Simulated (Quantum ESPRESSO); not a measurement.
Crystal: Hf.

```
CELL_PARAMETERS angstrom
-1.80500 1.80500 1.80500
1.80500 -1.80500 1.80500
1.80500 1.80500 -1.80500
ATOMIC_POSITIONS crystal
Hf 0.00000 0.00000 0.00000
```

This isn't the form of Hf at room conditions, which is hcp.

| Property | Result |
| --- | --- |
| Program | Quantum ESPRESSO 7.5 |
| Task | relaxation of cell and atoms |
| Functional | PBE |
| Dispersion | D2 |
| Potentials or basis | PseudoDojo 0.4.1 SR PBE standard |
| Cutoff | 789 eV |
| Density cutoff | 3157 eV |
| k mesh | 10 × 10 × 10 |
| Occupations | fermi-dirac, width 0.05 eV |
| Spin | no spin polarisation |

At the start: pressure -4.7 GPa; volume 23.52 Å³/atom.

Task: How do energy, volume and symmetry change on relaxing?

Result: Over 3 steps the energy falls by 18.7 meV/atom and the volume is 22.27 Å³/atom (-5.3 %); space group Im-3m (No. 229, to 0.05 Å).

The path:
| step | energy change (eV) | largest force (eV/Å) | pressure (GPa) | volume (Å³) |
| --- | --- | --- | --- | --- |
| 1 | 0.0000 | 0.0000 | -4.75 | 23.52 |
| 2 | -0.0117 | 0.0000 | -2.96 | 23.04 |
| 3 | -0.0187 | 0.0000 | 0.03 | 22.27 |

Final structure:
```cif
data_structure
_symmetry_space_group_name_H-M 'P 1'
_symmetry_Int_Tables_number 1
_cell_length_a 3.0700
_cell_length_b 3.0700
_cell_length_c 3.0700
_cell_angle_alpha 109.471
_cell_angle_beta 109.471
_cell_angle_gamma 109.471
_cell_volume 22.27
loop_
_atom_site_label
_atom_site_type_symbol
_atom_site_fract_x
_atom_site_fract_y
_atom_site_fract_z
_atom_site_occupancy
Hf1 Hf 0.00000 0.00000 0.00000 1
```

Caveat: pairwise dispersion overbinds metals, which lowers pressure and volume.
